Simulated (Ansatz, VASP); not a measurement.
**P: VASP beside Ansatz**

The input POSCAR:

```
P
1.0
    0.0000000000      1.8885171103      1.8885171103
    1.8885171103      0.0000000000      1.8885171103
    1.8885171103      1.8885171103      0.0000000000
P
1
Direct
    0.0000000000      0.0000000000      0.0000000000
```

INCAR.step1

```
SYSTEM = P
PREC = Accurate
ENCUT = 520
ISMEAR = -1
SIGMA = 0.1
LREAL = .False.
LASPH = .True.
NELM = 60
NBANDS = 8
GGA = PE
ALGO = Normal
EDIFF = 1E-4
LWAVE = .True.
LCHARG = .False.
```

File INCAR.step2:

```
SYSTEM = P
PREC = Accurate
ENCUT = 520
EDIFF = 1E-7
ISMEAR = -1
SIGMA = 0.1
LREAL = .False.
LASPH = .True.
NELM = 60
ALGO = Normal
ISIF = 2
LWAVE = .False.
LCHARG = .False.
METAGGA = R2SCAN
LMIXTAU = .True.
NBANDS = 8
ISTART = 1
```

The input KPOINTS:

```
regular mesh
0
Gamma
  16 16 16
  0 0 0
```

Input for Ansatz:

```yaml
crystal:
  lattice:
    - [0.0, 1.8885171103, 1.8885171103]
    - [1.8885171103, 0.0, 1.8885171103]
    - [1.8885171103, 1.8885171103, 0.0]
  atoms:
    - { symbol: P, position: [0.0, 0.0, 0.0] }
hamiltonian:
  xc: r2scan
  pseudopotentials:
    kind: paw
    azcp:
      P: "pseudopotentials/P.paw.azcp"
basis:
  ecutwfc: 500
  fft_grid_basis: typed
kpoints:
  mp_grid: { grid: [16, 16, 16], shift: [0, 0, 0] }
magnetization:
  spin_polarized: false
scf:
  occupations: { method: fermi_dirac, width: 0.1 }
  lower_state_search: "off"
output:
  stress: true
  write_density: true
  write_potential: true
  elf: true
  volumetric_format: npy
```

Alike in both runs: task single point; functional r2SCAN; k mesh 16 × 16 × 16; occupations fermi-dirac, width 0.1 eV; no spin polarisation.

|  | VASP | Ansatz |
| --- | --- | --- |
| version | VASP 6.6.1 | Ansatz 0.2.0 |
| potentials or method | VASP PAW PBE potentials, release 64 (P) | plane waves (500 eV) with PAW, scalar-relativistic |
| plane-wave cutoff (eV) | 520 | 500 |
| valence electrons in the cell | 5 | 5 |

```tsv
	VASP	Ansatz	Ansatz less VASP
pressure (GPa)	9.3	9.4	+0.09
```

Caveats: the PAW data sets were made with another functional, which shifts forces and pressure a little (VASP).
